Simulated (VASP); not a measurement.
# InAs (Fm-3m) in VASP: further runs

One crystal, InAs, is run at these levels: PBE; tasks: optical spectrum, density of states, electric field gradients.

Program: VASP 6.6.1. These are calculated values, not measurements. Logs are shortened: lines on timing, memory, paths and dates and some standing lists are left out, and cuts for length are marked.

## 1. Starting point

Symmetry: Fm-3m, No. 225, cubic system. The conventional cell has a = 5.755 Å, b = 5.755 Å, c = 5.755 Å, α = 90.00°, β = 90.00°, γ = 90.00°. Around In (site symmetry m-3m) lie 6 As at 2.88 Å. As (site symmetry m-3m) is surrounded by 6 In at 2.88 Å.

Measurements of this composition are mostly on another form, of space group No. 216.

## 2. Optical spectrum, PBE

File INCAR:

```
ALGO = Normal
CSHIFT = 0.05
EDIFF = 1E-7
ENCUT = 520
GGA = PE
ISIF = 2
ISMEAR = 0
LASPH = True
LCHARG = False
LOPTICS = True
LREAL = False
LWAVE = False
NBANDS = 33
NEDOS = 2000
NELM = 100
PREC = Accurate
SIGMA = 0.02
```

File KPOINTS:

```
k-points
0
Gamma
  8 8 8
```

File POSCAR:

```
InAs
1.0
    0.0000000000      2.8773040000      2.8773040000
    2.8773040000      0.0000000000      2.8773040000
    2.8773040000      2.8773040000      0.0000000000
In As
1 1
Direct
    0.5000000000      0.5000000000      0.5000000000
    0.0000000000      0.0000000000      0.0000000000
```

Potentials or basis: VASP PAW PBE potentials, release 64 (In_d, As).

Command:

```sh
cat potpaw_PBE.64/In_d/POTCAR potpaw_PBE.64/As/POTCAR > POTCAR
mpirun -np 1 vasp_std > vasp.out
```

OUTCAR:

```text
EDIFF = 1E-7
   ENCUT = 520
   GGA = PE
   ISIF = 2
   ISMEAR = 0
   LASPH = True
   LREAL = False
   NELM = 100
   PREC = Accurate

 ion  position               nearest neighbor table
   1  0.500  0.500  0.500-   2 2.88   2 2.88   2 2.88   2 2.88   2 2.88   2 2.88
   2  0.000  0.000  0.000-   1 2.88   1 2.88   1 2.88   1 2.88   1 2.88   1 2.88

  LATTYP: Found a face centered cubic cell.
 ALAT       =     5.7546080000

  Lattice vectors:

 A1 = (   0.0000000000,   2.8773040000,   2.8773040000)
 A2 = (   2.8773040000,   0.0000000000,   2.8773040000)
 A3 = (   2.8773040000,   2.8773040000,   0.0000000000)

Analysis of symmetry for initial positions (statically):
=====================================================================
 Subroutine PRICEL returns:
 Original cell was already a primitive cell.

 Routine SETGRP: Setting up the symmetry group for a
 face centered cubic supercell.

 Subroutine GETGRP returns: Found 48 space group operations
 (whereof 48 operations were pure point group operations)
 out of a pool of 48 trial point group operations.

The static configuration has the point symmetry O_h .

Analysis of symmetry for dynamics (positions and initial velocities):
=====================================================================
 Subroutine PRICEL returns:
 Original cell was already a primitive cell.

 Routine SETGRP: Setting up the symmetry group for a
 face centered cubic supercell.

 Subroutine GETGRP returns: Found 48 space group operations
 (whereof 48 operations were pure point group operations)
 out of a pool of 48 trial point group operations.

The dynamic configuration has the point symmetry O_h .

 Subroutine INISYM returns: Found 48 space group operations
 (whereof 48 operations are pure point group operations),
 and found     1 'primitive' translations

----------------------------------------------------------------------------------------

                                     Primitive cell

  volume of cell :      47.6417

  direct lattice vectors                    reciprocal lattice vectors
     0.000000000  2.877304000  2.877304000    -0.173773783  0.173773783  0.173773783
     2.877304000  0.000000000  2.877304000     0.173773783 -0.173773783  0.173773783
     2.877304000  2.877304000  0.000000000     0.173773783  0.173773783 -0.173773783

  length of vectors
     4.069122340  4.069122340  4.069122340     0.300985021  0.300985021  0.300985021

  position of ions in fractional coordinates (direct lattice)
     0.500000000  0.500000000  0.500000000
     0.000000000  0.000000000  0.000000000

  ion indices of the primitive-cell ions
   primitive index   ion index
                 1           1
                 2           2

----------------------------------------------------------------------------------------

 KPOINTS: k-points

Automatic generation of k-mesh.
 Grid dimensions read from file:
 generate k-points for:    8    8    8

 Generating k-lattice:

  Cartesian coordinates                     Fractional coordinates (reciprocal lattice)
    -0.021721723  0.021721723  0.021721723     0.125000000  0.000000000  0.000000000
     0.021721723 -0.021721723  0.021721723     0.000000000  0.125000000  0.000000000
     0.021721723  0.021721723 -0.021721723     0.000000000  0.000000000  0.125000000

  Length of vectors
     0.037623128  0.037623128  0.037623128

  Shift w.r.t. Gamma in fractional coordinates (k-lattice)
     0.000000000  0.000000000  0.000000000

 Subroutine IBZKPT returns following result:
 ===========================================

 Found     29 irreducible k-points:

 Following reciprocal coordinates:
            Coordinates               Weight
  0.000000  0.000000  0.000000      1.000000
  0.125000  0.000000  0.000000      8.000000
  0.250000  0.000000  0.000000      8.000000
  0.375000  0.000000  0.000000      8.000000
  0.500000  0.000000  0.000000      4.000000
  0.125000  0.125000  0.000000      6.000000
[... 16 lines left out ...]
  0.500000  0.250000  0.125000     48.000000
 -0.375000  0.250000  0.125000     24.000000
 [... further k-points ...]
   k-points           NKPTS =     29   k-points in BZ     NKDIM =     29   number of bands    NBANDS=     33
   number of dos      NEDOS =   2000   number of ions     NIONS =      2
   total plane-waves  NPLWV =  27000
   dimension x,y,z NGX =    30 NGY =   30 NGZ =   30
   dimension x,y,z NGXF=    60 NGYF=   60 NGZF=   60
   ions per type =               1   1
   NGX,Y,Z   is equivalent  to a cutoff of  12.26, 12.26, 12.26 a.u.
   NGXF,Y,Z  is equivalent  to a cutoff of  24.51, 24.51, 24.51 a.u.
 SYSTEM =  unknown system
   PREC   = accura    normal or accurate (medium, high low for compatibility)
   ISTART =      0    job   : 0-new  1-cont  2-samecut
   ICHARG =      2    charge: 1-file 2-atom 10-const
   ISPIN  =      1    spin polarized calculation?
   LNONCOLLINEAR =      F non collinear calculations
   LSORBIT =      F    spin-orbit coupling
   LASPH  =      T    aspherical Exc in radial PAW
   ENCUT  =  520.0 eV  38.22 Ry    6.18 a.u.   7.57  7.57  7.57*2*pi/ulx,y,z
   NELM   =    100;   NELMIN=  2; NELMDL= -5     # of ELM steps
   EDIFF  = 0.1E-06   stopping-criterion for ELM
   LREAL  =      F    real-space projection
   EDIFFG = 0.1E-05   stopping-criterion for IOM
   NSW    =      0    number of steps for IOM
   IBRION =     -1    ionic relax: 0-MD 1-quasi-New 2-CG
   NFREE  =      0    steps in history (QN), initial steepest desc. (CG)
   ISIF   =      2    stress and relaxation
   ISYM   =      2    0-nonsym 1-usesym 2-fastsym
   POTIM  = 0.5000    time-step for ionic-motion
   TEBEG  =    0.0;   TEEND  =   0.0 temperature during run
   PSTRESS=    0.0 pullay stress
   NELECT =      18.0000    total number of electrons
   NUPDOWN=      -1.0000    fix difference up-down
   EMIN   =  10.00;   EMAX   =-10.00  energy-range for DOS
   EFERMI =   0.00;   METHOD = LEGACY
   ISMEAR =     0;   SIGMA  =   0.02  broadening in eV -4-tet -1-fermi 0-gaus
   EFERMI_NEDOS =   21; number of points for ismear=-14 and -15
   IALGO  =     38    algorithm
   IMIX   =      4    mixing-type and parameters
     AMIX     =   0.40;   BMIX     =  1.00
     AMIX_MAG =   1.60;   BMIX_MAG =  1.00
  volume/ion in A,a.u.               =      23.82       160.75
  Fermi-wavevector in a.u.,A,eV,Ry     =   1.183505  2.236499 19.057448  1.400683
  Thomas-Fermi vector in A             =   2.319738
   LORBIT       =      0    0 simple, 1 ext, 2 COOP (PROOUT), +10 PAW based schemes
   GGA     = PE    functional components
   LHFCALC =     F    Hartree Fock is set to
   AEXX    =    0.0000 exact exchange contribution
   IVDW    =     0    specifies the selected vdW correction
   LEPSILON=     F    determine dielectric tensor
   LRPA    =     F    only Hartree local field effects (RPA)
 non-spin polarized calculation
 Gauss-broadening in eV      SIGMA  =   0.02
  energy-cutoff  :      520.00
  volume of cell :       47.64
 maximum number of plane-waves:      1303
   NGX = 15   NGY = 15   NGZ = 15

 number of electron      18.0000002 magnetization

 Free energy of the ion-electron system (eV)
  ---------------------------------------------------
  ext. energy  EPLUGINS =         0.00000000
  ---------------------------------------------------
  free energy    TOTEN  =        -7.31442964 eV

  energy without entropy =       -7.31422635  energy(sigma->0) =       -7.31432800

 E-fermi :   5.9338     XC(G=0): -10.0974

 val. band max:        5.8495815796   @ k =   0.3750   0.2500   0.0000
 cond. band min:       5.9533319879   @ k =  -0.3750   0.1250   0.0000
 fundamental gap:      0.1037504083
 Fermi energy:         5.9337730153

 k-point     1 :       0.0000    0.0000    0.0000
  band No.  band energies     occupation
      1      -8.3707      2.00000
      2      -8.3707      2.00000
      3      -8.3497      2.00000
      4      -8.3497      2.00000
      5      -8.3497      2.00000
      6      -6.1861      2.00000
[... 13 lines left out ...]
     20      18.7041      0.00000
     21      30.4654      0.00000
[... 529 lines left out ...]
 k-point    24 :      -0.3750    0.2500    0.1250
  band No.  band energies     occupation
      1      -8.4920      2.00000
      2      -8.3980      2.00000
      3      -8.3394      2.00000
      4      -8.3171      2.00000
      5      -8.2886      2.00000
      6      -4.1264      2.00000
[... 13 lines left out ...]
     20      23.7147      0.00000
     21      24.1679      0.00000

 [... further k-points ...]

 [bands above 21 left out]

------------------------ aborting loop because EDIFF is reached ----------------------------------------

  FORCE on cell =-STRESS in cart. coord.  units (eV):
  Direction    XX          YY          ZZ          XY          YZ          ZX
  --------------------------------------------------------------------------------------
  -------------------------------------------------------------------------------------
  Total        0.0068508      0.0068508      0.0068508     -0.0000000     -0.0000000      0.0000000
  in kB        0.2303919      0.2303919      0.2303919     -0.0000000     -0.0000000      0.0000000
  external PRESSURE =       0.2303919 kB  Pullay stress =       0.0000000 kB

 VOLUME and BASIS-vectors are now :
 -----------------------------------------------------------------------------
  energy-cutoff  :      520.00
  volume of cell :       47.64
      direct lattice vectors                 reciprocal lattice vectors
     0.000000000  2.877304000  2.877304000    -0.173773783  0.173773783  0.173773783
     2.877304000  0.000000000  2.877304000     0.173773783 -0.173773783  0.173773783
     2.877304000  2.877304000  0.000000000     0.173773783  0.173773783 -0.173773783

 POSITION                                       TOTAL-FORCE (eV/Angst)
 -----------------------------------------------------------------------------------
      2.87730      2.87730      2.87730        -0.000000      0.000000      0.000000
      0.00000      0.00000      0.00000         0.000000     -0.000000     -0.000000
 -----------------------------------------------------------------------------------
    total drift:                                0.000000      0.000000      0.000000

  FREE ENERGIE OF THE ION-ELECTRON SYSTEM (eV)
  ---------------------------------------------------
  free  energy   TOTEN  =        -7.3144296427 eV

  energy  without entropy=       -7.3142263548  energy(sigma->0) =       -7.31432800

 electrical conductivity sigma (Mega S m-1) (frequency dependency in vasprun.xml)
  --------------------------------------------------------------------------------------
       0.023       0.000       0.000
       0.000       0.023      -0.000
       0.000      -0.000       0.023

  frequency dependent IMAGINARY DIELECTRIC FUNCTION (independent particle, no local field effects) density-density
     E(ev)      X         Y         Z        XY        YZ        ZX
  --------------------------------------------------------------------------------------------------------------
     0.00000     0.00000     0.00000     0.00000     0.00000     0.00000     0.00000
     0.58130     0.42980     0.42980     0.42980    -0.00000    -0.00000    -0.00000
     1.16260     2.91134     2.91134     2.91134     0.00000    -0.00000    -0.00000
     1.74389    50.62524    50.62524    50.62524    -0.00000    -0.00000     0.00000
     2.32519    18.12884    18.12884    18.12884    -0.00000    -0.00000     0.00000
     2.90649    19.10769    19.10769    19.10769     0.00000     0.00000    -0.00000
[... 92 lines left out ...]
    56.96723     0.00027     0.00027     0.00027    -0.00000    -0.00000     0.00000
    57.54853     0.00026     0.00026     0.00026    -0.00000    -0.00000     0.00000

  frequency dependent      REAL DIELECTRIC FUNCTION (independent particle, no local field effects) density-density
     E(ev)        X           Y           Z          XY          YZ          ZX
  --------------------------------------------------------------------------------------------------------------
     0.00000    22.74187    22.74187    22.74187    -0.00000    -0.00000    -0.00000
     0.58130    24.93986    24.93986    24.93986    -0.00000    -0.00000    -0.00000
     1.16260    38.03581    38.03581    38.03581    -0.00000    -0.00000    -0.00000
     1.74389    28.95181    28.95181    28.95181    -0.00000    -0.00000     0.00000
     2.32519   -30.25017   -30.25017   -30.25017     0.00000     0.00000    -0.00000
     2.90649   -16.34568   -16.34568   -16.34568     0.00000     0.00000     0.00000
[... 92 lines left out ...]
    56.96723     0.88814     0.88814     0.88814     0.00000     0.00000    -0.00000
    57.54853     0.89119     0.89119     0.89119     0.00000     0.00000    -0.00000

  frequency dependent IMAGINARY DIELECTRIC FUNCTION (independent particle, no local field effects) current-current
     E(ev)      X         Y         Z        XY        YZ        ZX
  --------------------------------------------------------------------------------------------------------------
     0.00000    74.81613    74.81613    74.81613    -0.00000    -0.00000     0.00000
     0.58130     4.54710     4.54710     4.54710    -0.00000    -0.00000     0.00000
     1.16260     6.10082     6.10082     6.10082    -0.00000     0.00000     0.00000
     1.74389    52.32257    52.32257    52.32257    -0.00000    -0.00000    -0.00000
     2.32519    16.73275    16.73275    16.73275     0.00000     0.00000     0.00000
     2.90649    18.47702    18.47702    18.47702    -0.00000     0.00000     0.00000
[... 92 lines left out ...]
    56.96723     0.00007     0.00007     0.00007     0.00000    -0.00000     0.00000
    57.54853     0.00007     0.00007     0.00007     0.00000    -0.00000     0.00000

  frequency dependent      REAL DIELECTRIC FUNCTION (independent particle, no local field effects) current-current
     E(ev)        X           Y           Z          XY          YZ          ZX
  --------------------------------------------------------------------------------------------------------------
     0.00000    22.68251    22.68251    22.68251    -0.00000    -0.00000     0.00000
     0.58130    24.85961    24.85961    24.85961    -0.00000    -0.00000     0.00000
     1.16260    37.78604    37.78604    37.78604    -0.00000    -0.00000     0.00000
     1.74389    26.09996    26.09996    26.09996     0.00000    -0.00000    -0.00000
     2.32519   -30.95392   -30.95392   -30.95392     0.00000     0.00000    -0.00000
     2.90649   -17.02543   -17.02543   -17.02543    -0.00000    -0.00000    -0.00000
[... 92 lines left out ...]
    56.96723     0.88816     0.88816     0.88816     0.00000     0.00000    -0.00000
    57.54853     0.89121     0.89121     0.89121     0.00000     0.00000    -0.00000
```

Run time: 40 s. Hardware: 1 thread of Intel Xeon Platinum 8488C (Sapphire Rapids), shared host; peak memory 0.21 GiB.

Results:

```
Free energy            : -7.3144 eV
Pressure               : 0.0 GPa
Band gap on the k mesh : none (metal or under the smearing width)
```

Levels at points of the mesh, in eV from the Fermi level:
```tsv
k point	band 5	band 6	band 7	band 8	band 9	band 10	band 11	band 12	band 13	band 14
(0.00, 0.00, 0.00)	-14.28	-12.12	-0.67	-0.22	-0.22	-0.22	7.16	7.16	7.16	7.48
(0.50, 0.00, 0.00)	-14.23	-10.46	-6.51	0.16	0.16	2.12	3.27	3.27	4.39	10.62
(0.50, 0.50, 0.00)	-14.20	-9.59	-4.71	-2.93	-2.24	-2.24	3.87	9.17	9.17	9.99
```

Dielectric function (mean over the directions given):
```
energy (eV)  real part  imaginary part
       0.26      23.15            0.16
       1.22      41.84            4.20
       2.27     -40.51           40.81
       3.31      -6.28            3.13
       4.36       2.47            5.05
       5.41      -1.19            1.78
       6.45      -5.29            7.42
       7.50      -2.01            5.15
       8.55      -0.49            0.98
       9.59      -0.98            1.12
      10.55      -0.86            1.01
      11.60      -0.49            0.35
      12.64      -0.13            0.46
      13.69       0.06            0.23
      14.74       0.25            0.19
      15.78       0.53            0.30
      16.83       0.43            0.12
      17.87       0.85            0.40
      18.92       0.69            0.26
      19.97       0.78            0.22
```

Caveat: spectra need much finer meshes, so this one isn't converged; independent-particle spectra lack excitons; the intraband (Drude) part of a metal's response may be missing.

## 3. Density of states, PBE

POSCAR is that of step 2.

File INCAR.step1:

```
SYSTEM = InAs
  PREC = Accurate
  ENCUT = 520
  EDIFF = 1E-6
  ISMEAR = 0
  SIGMA = 0.02
  LREAL = .FALSE.
  LASPH = .TRUE.
  NELM = 100
  ALGO = Normal
  ISIF = 2
  LWAVE = .FALSE.
  LCHARG = .TRUE.
  GGA = PE
```

File KPOINTS.step1:

```
regular mesh
0
G
  8 8 8
  0 0 0
```

File INCAR.step2:

```
SYSTEM = InAs
  PREC = Accurate
  ENCUT = 520
  EDIFF = 1E-6
  ISMEAR = -5
  SIGMA = 0.02
  LREAL = .FALSE.
  LASPH = .TRUE.
  NELM = 100
  ALGO = Normal
  ISIF = 2
  LWAVE = .FALSE.
  LCHARG = .FALSE.
  GGA = PE
  LORBIT = 11
  NEDOS = 1001
  ICHARG = 11
```

File KPOINTS.step2:

```
regular mesh
0
G
  12 12 12
  0 0 0
```

Potentials or basis: VASP PAW PBE potentials, release 64 (In_d, As).

Command:

```sh
cat potpaw_PBE.64/In_d/POTCAR potpaw_PBE.64/As/POTCAR > POTCAR
cp INCAR.step1 INCAR
cp KPOINTS.step1 KPOINTS
mpirun -np 1 vasp_std > vasp.out
cp INCAR.step2 INCAR
cp KPOINTS.step2 KPOINTS
mpirun -np 1 vasp_std > vasp.out
```

Run time: 44 s. Hardware: 1 thread of Intel Xeon Platinum 8488C (Sapphire Rapids), shared host; peak memory 0.19 GiB.

It converged, with:

```yaml
Valence_electrons_inside_the_program's_atomic_spheres: In 11.29; As 2.74
```

Levels at points of the mesh, in eV from the Fermi level:
```csv
k point,band 7,band 8,band 9,band 10,band 11,band 12
"(0.00, 0.00, 0.00)",-0.59,-0.14,-0.14,-0.14,7.24,7.24
"(0.50, 0.00, 0.00)",-6.43,0.24,0.24,2.20,3.35,3.35
"(0.50, 0.50, 0.00)",-4.63,-2.85,-2.16,-2.16,3.95,9.26
```

States per cell in windows of 0.5 eV (zero at the Fermi level; states under -8 eV left out):
| from (eV) | total | As2_p | In1_p | In1_s | As2_s | As2_d | In1_d |
| --- | --- | --- | --- | --- | --- | --- | --- |
| -8.0 | 0.00 | 0.00 | 0.00 | 0.00 | 0.00 | 0.00 | 0.00 |
| -7.5 | 0.00 | 0.00 | 0.00 | 0.00 | 0.00 | 0.00 | 0.00 |
| -7.0 | 0.00 | 0.00 | 0.00 | 0.00 | 0.00 | 0.00 | 0.00 |
| -6.5 | 0.11 | 0.01 | 0.00 | 0.04 | 0.00 | 0.00 | 0.00 |
| -6.0 | 0.39 | 0.05 | 0.00 | 0.14 | 0.01 | 0.00 | 0.00 |
| -5.5 | 0.56 | 0.07 | 0.01 | 0.19 | 0.02 | 0.00 | 0.00 |
| -5.0 | 0.54 | 0.08 | 0.02 | 0.15 | 0.03 | 0.00 | 0.00 |
| -4.5 | 0.19 | 0.03 | 0.01 | 0.05 | 0.02 | 0.00 | 0.00 |
| -4.0 | 0.32 | 0.06 | 0.03 | 0.05 | 0.02 | 0.00 | 0.00 |
| -3.5 | 0.34 | 0.07 | 0.04 | 0.04 | 0.01 | 0.00 | 0.00 |
| -3.0 | 0.45 | 0.11 | 0.06 | 0.03 | 0.01 | 0.00 | 0.01 |
| -2.5 | 0.54 | 0.14 | 0.07 | 0.02 | 0.01 | 0.00 | 0.01 |
| -2.0 | 0.67 | 0.19 | 0.08 | 0.02 | 0.01 | 0.00 | 0.01 |
| -1.5 | 0.58 | 0.18 | 0.07 | 0.02 | 0.01 | 0.00 | 0.01 |
| -1.0 | 0.65 | 0.21 | 0.06 | 0.02 | 0.01 | 0.00 | 0.02 |
| -0.5 | 0.63 | 0.23 | 0.05 | 0.02 | 0.01 | 0.00 | 0.02 |
| 0.0 | 0.41 | 0.14 | 0.03 | 0.03 | 0.01 | 0.00 | 0.01 |
| 0.5 | 0.19 | 0.03 | 0.02 | 0.04 | 0.00 | 0.00 | 0.00 |
| 1.0 | 0.29 | 0.06 | 0.04 | 0.06 | 0.01 | 0.01 | 0.01 |
| 1.5 | 0.44 | 0.10 | 0.05 | 0.08 | 0.01 | 0.01 | 0.01 |
| 2.0 | 0.54 | 0.09 | 0.07 | 0.09 | 0.03 | 0.01 | 0.01 |
| 2.5 | 0.15 | 0.02 | 0.02 | 0.02 | 0.01 | 0.00 | 0.00 |
| 3.0 | 0.19 | 0.02 | 0.04 | 0.01 | 0.01 | 0.01 | 0.00 |
| 3.5 | 0.53 | 0.05 | 0.14 | 0.02 | 0.03 | 0.02 | 0.01 |
| 4.0 | 0.69 | 0.06 | 0.19 | 0.01 | 0.03 | 0.03 | 0.02 |
| 4.5 | 0.72 | 0.07 | 0.14 | 0.01 | 0.02 | 0.03 | 0.03 |
| 5.0 | 0.66 | 0.09 | 0.12 | 0.03 | 0.01 | 0.03 | 0.02 |
| 5.5 | 0.63 | 0.09 | 0.10 | 0.03 | 0.01 | 0.03 | 0.02 |
| 6.0 | 0.86 | 0.14 | 0.14 | 0.02 | 0.01 | 0.04 | 0.03 |
| 6.5 | 0.54 | 0.10 | 0.09 | 0.02 | 0.01 | 0.03 | 0.02 |
| 7.0 | 0.51 | 0.12 | 0.07 | 0.02 | 0.01 | 0.02 | 0.01 |
| 7.5 | 0.32 | 0.08 | 0.05 | 0.00 | 0.00 | 0.01 | 0.01 |

Caveat: tetrahedron occupations give inexact forces and stress in metals.

(Part 1 of 2 ends here.)
